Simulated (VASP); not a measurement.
A run of VASP 6.6.1:

Contents of INCAR:

```
PREC = Accurate
ENCUT = 520
EDIFF = 1E-6
ISMEAR = 0
SIGMA = 0.02
LREAL = F
LASPH = T
NELM = 100
ALGO = Normal
ISIF = 2
LWAVE = F
LCHARG = T
GGA = PS
LELF = T
LVHAR = T
NBANDS = 11
```

KPOINTS

```
Automatic mesh
0
Gamma
  12 12 12
```

Contents of POSCAR:

```
Si
1.0
    0.0000000000      2.7167281890      2.7167281890
    2.7167281890      0.0000000000      2.7167281890
    2.7167281890      2.7167281890      0.0000000000
Si
2
Direct
    0.0000000000      0.0000000000      0.0000000000
    0.2500000000      0.2500000000      0.2500000000
```

Potentials or basis: VASP PAW PBE potentials, release 64 (Si).

Command:

```bash
$ cat potpaw_PBE.64/Si/POTCAR > POTCAR
$ mpirun -np 1 vasp_std > vasp.out
```

Hardware: 1 thread of Intel(R) Xeon(R) Platinum 8259CL CPU @ 2.50GHz (Skylake/Cascade Lake), with other jobs on the host.

**Question.** Estimate the wall time of this run.

**Answer.** Run time: 24 s on 1 thread of Intel(R) Xeon(R) Platinum 8259CL CPU @ 2.50GHz (Skylake/Cascade Lake) (shared host), peak memory 0.17 GiB. Counts: scf iterations 11, k points 72.
